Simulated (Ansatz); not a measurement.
Consider RuO2 in the rutile structure (space group P4_2/mnm, No. 136; a = 4.480 Å, c = 3.107 Å).

Computed with r2SCAN, PAW, 500 eV (Ansatz, an electronic-structure program; no spin-orbit coupling).

For the base:

- Pressure: 0.0 GPa
- Band gap: zero

One thing is altered: every lattice vector is stretched by 0.67 %, atoms relaxed at fixed cell.

Task: Estimate the effect on the energy relative to the base.

Result: The energy rises by 3.7 meV/atom.

Task: What happens to the pressure?

Result: The pressure (mean of the normal stresses, compression positive) goes from zero to -5.5 GPa.

Task: What happens to the band gap?

Result: The band gap remains zero.

The cells carry an imposed strain or load. Stability against distortions was not tested. Starting moments died away, wholly or in part, for the base; another magnetic solution may exist. No Hubbard U is applied, and correlation can decide whether such a compound is a metal. All final runs are without spin polarisation.
